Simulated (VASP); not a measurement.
## Mg: relaxation of the atoms with r2SCAN

Crystal: Mg.

```
Mg
1.0
    -0.06061    2.17902    2.32364
     2.25841   -0.01057    2.27360
     2.24830    2.11886   -0.00045
Mg
1
Direct
  0.99842 0.00622 0.99958
```

The cell isn't the ideal one: cell strained at random at fixed volume.

- Program: VASP 6.6.1
- Task: relaxation of the atoms
- Functional: r2SCAN
- Potentials or basis: VASP PAW PBE potentials, release 64 (Mg)
- Cutoff: 520 eV
- k mesh: 10 × 10 × 10
- Occupations: methfessel-paxton, width 0.1 eV
- Spin: no spin polarisation
- Further INCAR settings: ALGO = Normal; EDIFF = 1e-06; IBRION = 2; EDIFFG = -0.005; NSW = 60

```yaml
Pressure_after_relaxing: 0.0 GPa
Band_gap_on_the_k_mesh: none (metal or under the smearing width)
```

Stress tensor (GPa, compression positive):
```
-0.17  1.20  0.74
 1.20  0.41 -0.79
 0.74 -0.79 -0.23
```

Final structure:
```xyz
1
Lattice="-0.0606 2.1790 2.3236 2.2584 -0.0106 2.2736 2.2483 2.1189 -0.0005" Properties=species:S:1:pos:R:3 pbc="T T T"
Mg    2.2009    4.2935    2.3337
```

Levels at points of the mesh, in eV from the Fermi level:
| k point | band 1 | band 2 | band 3 | band 4 | band 5 |
| --- | --- | --- | --- | --- | --- |
| (0.00, 0.00, 0.00) | -7.48 | 12.54 | 13.42 | 13.93 | 14.47 |
| (0.50, 0.00, 0.00) | -2.18 | -1.62 | 11.80 | 13.02 | 13.05 |
| (0.00, 0.50, 0.00) | -1.94 | -1.20 | 11.11 | 12.09 | 12.83 |
| (0.50, 0.50, 0.00) | -0.64 | 0.51 | 6.72 | 7.44 | 8.49 |
| (0.00, 0.00, 0.50) | -1.88 | -1.09 | 11.66 | 12.15 | 12.49 |
| (0.50, 0.00, 0.50) | 0.31 | 1.51 | 5.97 | 6.55 | 7.20 |
| (0.00, 0.50, 0.50) | -0.55 | 0.61 | 6.67 | 7.48 | 8.22 |
| (0.50, 0.50, 0.50) | -1.88 | -1.10 | 11.14 | 12.15 | 12.61 |

Wall time 97 s on 1 thread of Intel(R) Xeon(R) Platinum 8488C (Sapphire Rapids), with other jobs on the host, peak memory 0.19 GiB.

Caveat: the relaxation stopped at its first step, so nothing moved; the PAW data sets were made with another functional, which shifts forces and pressure a little.
